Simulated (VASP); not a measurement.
# SiC (P6_3mc) in VASP: further runs, part 2 of 2

VASP 6.6.1.

### Step 5. Relaxation of cell and atoms, revPBE+D4

Input file INCAR:

```
SYSTEM = SiC
PREC     = Accurate       ! precision mode
ENCUT    = 600            ! plane-wave cutoff, eV
EDIFF    = 1E-7           ! SCF threshold, eV
ISMEAR   = -1             ! smearing method
SIGMA    = 0.05           ! smearing width, eV
LREAL    = .FALSE.        ! projectors in reciprocal space
LASPH    = .TRUE.         ! aspherical terms in the spheres
NELM     = 100            ! most SCF steps
ALGO     = Normal         ! electronic algorithm
ISIF     = 3              ! what is computed and relaxed
LWAVE    = .FALSE.        ! write WAVECAR
LCHARG   = .FALSE.        ! write CHGCAR
GGA      = RE             ! functional
IVDW     = 13             ! dispersion correction
IBRION   = 2              ! ionic algorithm
NSW      = 60             ! ionic steps
EDIFFG   = -0.01          ! ionic threshold
```

Input file KPOINTS:

```
regular mesh
0
G
  10 10 3
  0 0 0
```

Input file POSCAR:

```
SiC
1.0
    3.0756941497      0.0000000000      0.0000000000
   -1.5378470748      2.6636292679      0.0000000000
    0.0000000000      0.0000000000     10.0706464800
Si C
4 4
Direct
    0.0000000000      0.0000000000      0.1878943800
    0.0000000000      0.0000000000      0.6878943800
    0.3333333333      0.6666666667      0.4378419800
    0.6666666667      0.3333333333      0.9378419800
    0.0000000000      0.0000000000      0.0004600500
    0.0000000000      0.0000000000      0.5004600500
    0.3333333333      0.6666666667      0.2498025900
    0.6666666667      0.3333333333      0.7498025900
```

Potentials or basis: VASP PAW PBE potentials, release 64 (Si, C).

Command:

```sh
$ cat potpaw_PBE.64/Si/POTCAR potpaw_PBE.64/C/POTCAR > POTCAR
$ mpirun -np 1 vasp_std > vasp.out
```

OUTCAR:

```text
SYSTEM = SiC
   PREC = Accurate
   ENCUT = 600
   EDIFF = 1E-7
   ISMEAR = -1
   LREAL = .FALSE.
   LASPH = .TRUE.
   NELM = 100
   ISIF = 3
   GGA = RE
   IVDW = 13
   IBRION = 2
   NSW = 60
   EDIFFG = -0.01

 ion  position               nearest neighbor table
   1  0.000  0.000  0.188-   7 1.88   7 1.88   7 1.88   5 1.89   3 3.08   3 3.08   3 3.08   4 3.08
                             4 3.08   4 3.08
   2  0.000  0.000  0.688-   8 1.88   8 1.88   8 1.88   6 1.89   4 3.08   4 3.08   4 3.08   3 3.08
                             3 3.08   3 3.08
   3  0.333  0.667  0.438-   6 1.88   6 1.88   6 1.88   7 1.89   1 3.08   1 3.08   1 3.08   2 3.08
                             2 3.08   2 3.08
   4  0.667  0.333  0.938-   5 1.88   5 1.88   5 1.88   8 1.89   2 3.08   2 3.08   2 3.08   1 3.08
                             1 3.08   1 3.08
   5  0.000  0.000  0.000-   4 1.88   4 1.88   4 1.88   1 1.89
   6  0.000  0.000  0.500-   3 1.88   3 1.88   3 1.88   2 1.89
   7  0.333  0.667  0.250-   1 1.88   1 1.88   1 1.88   3 1.89
   8  0.667  0.333  0.750-   2 1.88   2 1.88   2 1.88   4 1.89

  LATTYP: Found a hexagonal cell.
[... 290 lines left out ...]

 number of electron      32.0000002 magnetization

 Free energy of the ion-electron system (eV)
  ---------------------------------------------------
  ext. energy  EPLUGINS =         0.00000000
  ---------------------------------------------------
  free energy    TOTEN  =       -57.71689307 eV

  energy without entropy =      -57.71689306  energy(sigma->0) =      -57.71689306

 E-fermi :   9.4871     XC(G=0): -11.3873

 val. band max:        8.4466617796   @ k =   0.0000   0.0000   0.0000
 cond. band min:      10.6814368291   @ k =   0.5000   0.0000   0.0000
 fundamental gap:      2.2347750496
 Fermi energy:         9.4870752837

 k-point     1 :       0.0000    0.0000    0.0000
  band No.  band energies     occupation
      1      -7.1931      2.00000
      2      -6.0011      2.00000
      3      -5.9626      2.00000
      4      -3.5750      2.00000
      5      -0.2531      2.00000
      6       4.0296      2.00000
[... 565 lines left out ...]
     20      13.4218      0.00000
     21      14.6113      0.00000

 [... further k-points ...]

------------------------ aborting loop because EDIFF is reached ----------------------------------------

  DFT-D4 for vdW energy calculation

  Edisp (eV):   -5.25625
[... 31 lines left out ...]
  FREE ENERGIE OF THE ION-ELECTRON SYSTEM (eV)
  ---------------------------------------------------
  free  energy   TOTEN  =       -62.9731465870 eV

  energy  without entropy=      -62.9731465869  energy(sigma->0) =      -62.97314659

 reached required accuracy - stopping structural energy minimisation
```

OSZICAR:

```text
N       E                     dE             d eps       ncg     rms          rms(c)
DAV:   1     0.107536130908E+03    0.10754E+03   -0.16370E+04  1176   0.155E+03
[... 26 lines left out ...]
DAV:   1    -0.577219391767E+02   -0.91988E-01   -0.22141E-01  1286   0.337E+00    0.587E-01
DAV:   2    -0.577180199009E+02    0.39193E-02   -0.81407E-03  1411   0.551E-01    0.293E-01
DAV:   3    -0.577170273685E+02    0.99253E-03   -0.29355E-03  1364   0.282E-01    0.535E-02
DAV:   4    -0.577169231700E+02    0.10420E-03   -0.28333E-04  1421   0.888E-02    0.264E-02
DAV:   5    -0.577168992670E+02    0.23903E-04   -0.19483E-05  1366   0.259E-02    0.233E-02
DAV:   6    -0.577168930631E+02    0.62038E-05   -0.49395E-06  1426   0.123E-02    0.165E-02
DAV:   7    -0.577168930650E+02   -0.18654E-08   -0.70574E-07  1426   0.444E-03
   3 F= -.62973147E+02 E0= -.62973147E+02  d E =-.125745E-01
```

CONTCAR:

```text
SiC
   1.00000000000000
     3.0604086235137560   -0.0000000000002869    0.0000000000000000
    -1.5302043117073749    2.6503916139128139    0.0000000000000000
     0.0000000000000000    0.0000000000000000   10.0204610757682389
  Si              C
     4     4
Direct
     0.0000000000000000    0.0000000000000000    0.1878950128890094
     0.0000000000000000    0.0000000000000000    0.6878950128890094
     0.3333333332999970    0.6666666667000030    0.4378376535748811
     0.6666666667000030    0.3333333332999970    0.9378376535748810
     0.0000000000000000    0.0000000000000000    0.0004659922116109
     0.0000000000000000    0.0000000000000000    0.5004659922116108
     0.3333333332999970    0.6666666667000030    0.2498003413245060
     0.6666666667000030    0.3333333332999970    0.7498003413245060

  0.00000000E+00  0.00000000E+00  0.00000000E+00
  0.00000000E+00  0.00000000E+00  0.00000000E+00
  0.00000000E+00  0.00000000E+00  0.00000000E+00
  0.00000000E+00  0.00000000E+00  0.00000000E+00
  0.00000000E+00  0.00000000E+00  0.00000000E+00
  0.00000000E+00  0.00000000E+00  0.00000000E+00
  0.00000000E+00  0.00000000E+00  0.00000000E+00
  0.00000000E+00  0.00000000E+00  0.00000000E+00
```

Run time: 88 s. Hardware: 1 thread of Intel Xeon 6975P-C (Granite Rapids), shared host; peak memory 0.26 GiB.

Results:

```
Free energy                            : -62.9731 eV
Relaxed volume                         : 10.16 Å³/atom
Relaxed cell                           : a = 3.060 Å, b = 3.060 Å, c = 10.020 Å, α = 90.00°, β = 90.00°, γ = 120.00°
Space group after relaxing (to 0.05 Å) : P6_3mc (No. 186)
Energy gained by relaxing              : 1.6 meV/atom
Ionic steps                            : 3
Pressure after relaxing                : 0.0 GPa
Largest force after relaxing           : 0.005 eV/Å
Band gap on the k mesh                 : 2.23 eV, indirect (least direct gap 3.36 eV)
Dispersion energy per atom             : -0.657 eV
```

Forces on the atoms (eV/Å):
```
Si   0.000  0.000  0.002
Si   0.000  0.000  0.002
Si   0.000  0.000 -0.005
Si   0.000  0.000 -0.005
C    0.000  0.000  0.001
C    0.000  0.000  0.001
C    0.000  0.000  0.003
C    0.000  0.000  0.003
```

The path:
| step | energy change (eV) | largest force (eV/Å) | pressure (GPa) | volume (Å³) |
| --- | --- | --- | --- | --- |
| 1 | 0.0000 | 0.0025 | -3.24 | 82.50 |
| 2 | 0.0009 | 0.0091 | 3.54 | 80.04 |
| 3 | -0.0126 | 0.0054 | 0.01 | 81.28 |

Final structure:
```
Si C
1.0
     3.06041    0.00000    0.00000
    -1.53020    2.65039    0.00000
     0.00000    0.00000   10.02046
Si C
4 4
Cartesian
  0.0000 0.0000 1.8828
  0.0000 0.0000 6.8930
  0.0000 1.7669 4.3873
  1.5302 0.8835 9.3976
  0.0000 0.0000 0.0047
  0.0000 0.0000 5.0149
  0.0000 1.7669 2.5031
  1.5302 0.8835 7.5133
```

Caveat: the PAW data sets were made with another functional, which shifts forces and pressure a little; an odd mesh through Γ misses points on the zone boundary, where band edges often lie.

### Step 6. Single point, PBE

Input file INCAR:

```
ALGO = Fast
EDIFF = 1E-7
ENCUT = 520
GGA = PE
ISIF = 2
ISMEAR = 0
LASPH = T
LCHARG = F
LREAL = F
LWAVE = F
NBANDS = 26
NELM = 80
PREC = Accurate
SIGMA = 0.014
```

Input file KPOINTS:

```
k-points
0
Gamma
  10 10 3
```

POSCAR is that of step 5.

Potentials or basis: VASP PAW PBE potentials, release 64 (Si, C).

Command:

```sh
$ cat potpaw_PBE.64/Si/POTCAR potpaw_PBE.64/C/POTCAR > POTCAR
$ mpirun -np 1 vasp_std > vasp.out
```

Wall time 81 s (1 thread of AMD EPYC 7R13 (Zen 3), shared host); peak memory 0.19 GiB.

The run converged. Its results:

| Quantity | Value |
| --- | --- |
| Free energy | -60.2310 eV |
| Pressure | 3.9 GPa |
| Largest force | 0.005 eV/Å |
| Band gap on the k mesh | 2.23 eV, indirect (least direct gap 3.35 eV) |

Forces in eV/Å, atoms in the order of the input:
```
Si   0.000  0.000  0.002
Si   0.000  0.000  0.002
Si   0.000  0.000 -0.005
Si   0.000  0.000 -0.005
C    0.000  0.000 -0.002
C    0.000  0.000 -0.002
C    0.000  0.000  0.005
C    0.000  0.000  0.005
```

Stress tensor (GPa, compression positive):
```
3.91 0.00 0.00
0.00 3.91 0.00
0.00 0.00 3.78
```

Levels at points of the mesh, in eV from the valence-band top:
| k point | band 12 | band 13 | band 14 | band 15 | band 16 | band 17 | band 18 | band 19 | band 20 | band 21 |
| --- | --- | --- | --- | --- | --- | --- | --- | --- | --- | --- |
| (0.00, 0.00, 0.00) | -0.58 | -0.58 | -0.05 | 0.00 | 0.00 | 5.12 | 5.70 | 6.32 | 6.34 | 6.99 |
| (0.50, 0.00, 0.00) | -2.39 | -2.36 | -2.22 | -1.58 | -1.12 | 2.23 | 2.36 | 4.23 | 4.76 | 5.31 |

Caveat: an odd mesh through Γ misses points on the zone boundary, where band edges often lie.

### Step 7. Summary

```tsv
task	level	cell	cutoff (eV)	smearing	gap on the mesh (eV)	pressure (GPa)	relaxed volume (Å³/atom)	largest force (eV/Å)
relaxation of cell and atoms	RPBE+D4	relaxed	600	fermi-dirac 0.05 eV	2.24	0.0	10.14	0.01
relaxation of cell and atoms	revPBE+D3	relaxed	600	fermi-dirac 0.05 eV	2.23	0.0	10.40	0.01
relaxation of cell and atoms	revPBE+D3(BJ)	relaxed	600	fermi-dirac 0.05 eV	2.23	0.0	10.14	0.01
relaxation of cell and atoms	revPBE+D4	relaxed	600	fermi-dirac 0.05 eV	2.23	0.0	10.16	0.01
single point	PBE	as given	520	gaussian 0.014 eV	2.23	3.9	-	0.01
```

Alike in all rows: potentials or basis VASP PAW PBE potentials, release 64 (Si, C); no spin polarisation; k mesh 10 × 10 × 3.

Caveats: an odd mesh through Γ misses points on the zone boundary, where band edges often lie; the PAW data sets were made with another functional, which shifts forces and pressure a little (some runs).

Total energies depend on the potentials used, so only differences within one code and one set of settings carry meaning.
